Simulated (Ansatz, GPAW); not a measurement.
ZnSe: programs and potentials compared

```
Se Zn
1.0
     0.00000    2.83380    2.83380
     2.83380    0.00000    2.83380
     2.83380    2.83380    0.00000
Se Zn
1 1
Direct
  0.75000 0.75000 0.75000
  0.00000 0.00000 0.00000
```

Alike in all runs: task single point; functional LDA; k mesh 8 × 8 × 8; occupations gaussian, width 0.1 eV; no spin polarisation; no spin-orbit coupling. LDA stands for any of its common fits. Pressure is positive in compression and, in plane waves, holds the error of the finite cutoff, which Ansatz's Pulay term estimates and takes out.

```json
{"program and potentials": "Ansatz, Ansatz PAW", "plane-wave cutoff (eV)": "420", "notes": "potentials made for PBE, which Ansatz adapts in part; 14 valence electrons an atom on average; Pulay term of +0.04 GPa included", "band gap (eV)": "1.03", "pressure (GPa)": "-3.40"}
{"program and potentials": "GPAW, the program's PAW data sets (release 1.2.1) made for this functional", "plane-wave cutoff (eV)": "600", "notes": "9 valence electrons an atom on average", "band gap (eV)": "1.04", "pressure (GPa)": "-3.63"}
{"program and potentials": "Ansatz, all-electron LAPW, scalar-relativistic", "plane-wave cutoff (eV)": "-", "notes": "-", "band gap (eV)": "1.03", "pressure (GPa)": "-3.37"}
```

The band gap spans 1.03 (Ansatz, Ansatz PAW) to 1.04 eV (GPAW, the program's PAW data sets (release 1.2.1) made for this functional), with all-electron results at 1.03. The pressure spans -3.63 (GPAW, the program's PAW data sets (release 1.2.1) made for this functional) to -3.37 GPa (Ansatz, all-electron LAPW, scalar-relativistic), with all-electron results at -3.37. Spin-orbit coupling, left out here, moves the band edges of heavy atoms.

Differences between rows come from potentials, basis sets and numerical settings, since the functional is the same but for its coding. Runs on potential files found faulty are left out.
